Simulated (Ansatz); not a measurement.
The system is TaN.

```
CELL_PARAMETERS angstrom
2.92177 0.00000 0.00000
-1.46088 2.53033 0.00000
0.00000 0.00000 5.91652
ATOMIC_POSITIONS crystal
Ta 0.00000 0.00000 0.50000
Ta 0.00000 0.00000 0.00000
N 0.33333 0.66667 0.25000
N 0.66667 0.33333 0.75000
```

The cell comes from a database or a generator and needn't be the stable form of this composition.

| Quantity | Value |
| --- | --- |
| Program | Ansatz 0.2.0 |
| Task | relaxation of cell and atoms |
| Functional | revPBE |
| Dispersion | D3(BJ) |
| Potentials or basis | Ansatz PAW |
| Cutoff | 420 eV (not typed: the program's choice for these potentials) |
| k mesh | 10 × 10 × 5 |
| Occupations | fermi-dirac, width 0.05 eV |
| Spin | no spin polarisation |

At the start: volume 10.94 Å³/atom.

**Question.** How do energy, volume and symmetry change on relaxing?

**Answer.** It ends after 7 steps and the volume is 10.58 Å³/atom (-3.3 %); space group P6_3/mmc (No. 194, to 0.05 Å).

The path:
```tsv
step	energy change (eV)	largest force (eV/Å)	volume (Å³)
1	0.0000	0.0000	43.74
2	-0.0528	0.0000	42.37
3	-0.0531	0.0000	42.32
4	-0.0531	0.0000	42.32
5	-0.0499	0.0000	42.32
6	-0.0499	0.0000	42.30
7	-0.0499	0.0000	42.30
```

Final structure:
```
Ta N
1.0
     2.88526    0.00000    0.00000
    -1.44263    2.49871    0.00000
     0.00000    0.00000    5.86787
Ta N
2 2
Direct
  0.00000 0.00000 0.50000
  0.00000 0.00000 0.00000
  0.33333 0.66667 0.25000
  0.66667 0.33333 0.75000
```

Caveat: the plane-wave basis is chosen anew once the cell has moved, so the energies of steps on either side of that aren't comparable; the pressure holds a Pulay correction of +0.4 GPa for the finite cutoff; pairwise dispersion overbinds metals, which lowers pressure and volume; the PAW data sets come from PBE, with cores solved anew for the run's functional, which leaves a small shift of forces and pressure.
